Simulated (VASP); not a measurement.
Wanted: the native input for a VASP 6.6.1 run.

```yaml
Task: single point
Functional: PBEsol
Potentials_or_basis: VASP PAW PBE potentials, release 64 (Ta_pv, N)
Cutoff: 520 eV
k_mesh: 7 × 7 × 4
Occupations: gaussian, width 0.05 eV
Spin: collinear spin, typed start
Starting_moments: "[2.0, 2.0, 0.0, 0.0] μB"
Hubbard_terms: Ta d U = 6.0 eV
Dipole_correction: no
Further_INCAR_settings: ALGO = Normal; EDIFF = 1e-07; NBANDS = 28
```

The structure of TaN lies in POSCAR:

```
TaN
1.0
    2.9380011100      0.0000000000      0.0000000000
   -1.4690005500      2.5443836000      0.0000000000
    0.0000000000      0.0000000000      5.7660044200
Ta N
2 2
Direct
    0.3333333333      0.6666666667      0.2500000000
    0.3333333333      0.6666666667      0.7500000000
    0.0000000000      0.0000000000      0.0000000000
    0.0000000000      0.0000000000      0.5000000000
```

One way to write it, as run:

INCAR

```
PREC     = Accurate       # precision mode
ENCUT    = 520            # plane-wave cutoff, eV
EDIFF    = 1E-7           # SCF threshold, eV
ISMEAR   = 0              # smearing method
SIGMA    = 0.05           # smearing width, eV
LREAL    = F              # projectors in reciprocal space
LASPH    = T              # aspherical terms in the spheres
NELM     = 150            # most SCF steps
ALGO     = Normal         # electronic algorithm
ISIF     = 2              # what is computed and relaxed
LWAVE    = F              # write WAVECAR
LCHARG   = T              # write CHGCAR
ISPIN    = 2              # spin polarisation
MAGMOM   = 2 2 0 0        # initial moments
LORBIT   = 11             # projections on sites
LMAXMIX  = 4              # l up to which the mixer works
LDAU     = T              # DFT+U
LDAUTYPE = 2            
LDAUL    = 2 -1           # shell
LDAUU    = 6 0            # U, eV
LDAUJ    = 0 0          
LDAUPRINT= 1            
GGA      = PS             # functional
LELF     = T              # ELF
LVHAR    = T            
NBANDS   = 28             # bands
```

KPOINTS

```
Automatic mesh
0
Gamma
  7 7 4
```

Potentials or basis: VASP PAW PBE potentials, release 64 (Ta_pv, N).

Run with:

```bash
$ cat potpaw_PBE.64/Ta_pv/POTCAR potpaw_PBE.64/N/POTCAR > POTCAR
$ mpirun -np 1 vasp_std > vasp.out
```

Results of the run:

```
Pressure                                              : 16.0 GPa
Band gap on the k mesh                                : none (metal or under the smearing width)
Net moment                                            : 0.00 μB per cell
Valence electrons inside the program's atomic spheres : Ta 8.84; N 3.76
```

Caveat: the PAW data sets were made with another functional, which shifts forces and pressure a little.

It took 110 s on 1 thread of AMD EPYC 7R43 64-Core Processor (Zen 3), on a shared host, peak memory 0.17 GiB.
